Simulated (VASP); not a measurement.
CdO (Monteponite):

```xyz
2
Lattice="0.0000 2.3495 2.3495 2.3495 0.0000 2.3495 2.3495 2.3495 0.0000" Properties=species:S:1:pos:R:3 pbc="T T T"
Cd    0.0000    0.0000    0.0000
O     2.3495    2.3495    2.3495
```

```yaml
Program: VASP 6.6.1
Task: relaxation of cell and atoms
Functional: vdW-DF2
Potentials_or_basis: VASP PAW PBE potentials, release 64 (Cd, O)
Cutoff: 600 eV
k_mesh: 10 × 10 × 10
Occupations: fermi-dirac, width 0.05 eV
Spin: no spin polarisation
```

At the start: pressure 16.6 GPa; volume 12.97 Å³/atom.

Task: How do energy, volume and symmetry change on relaxing?

Result: Over 3 steps the energy falls by 72.8 meV/atom and the volume is 14.54 Å³/atom (+12.1 %); space group Fm-3m (No. 225, to 0.05 Å).

The path:
```
step  energy change (eV)  largest force (eV/Å)  pressure (GPa)  volume (Å³)
   1              0.0000                0.0000           16.60        25.94
   2             -0.0942                0.0000           -6.82        31.32
   3             -0.1455                0.0000            0.00        29.08
```

Final structure:
```
CELL_PARAMETERS angstrom
0.00000 2.44079 2.44079
2.44079 0.00000 2.44079
2.44079 2.44079 0.00000
ATOMIC_POSITIONS crystal
Cd 0.00000 0.00000 0.00000
O 0.50000 0.50000 0.50000
```

Caveat: the PAW data sets were made with another functional, which shifts forces and pressure a little; the volume moved by +12 % from the deposited cell, more than functionals usually miss.
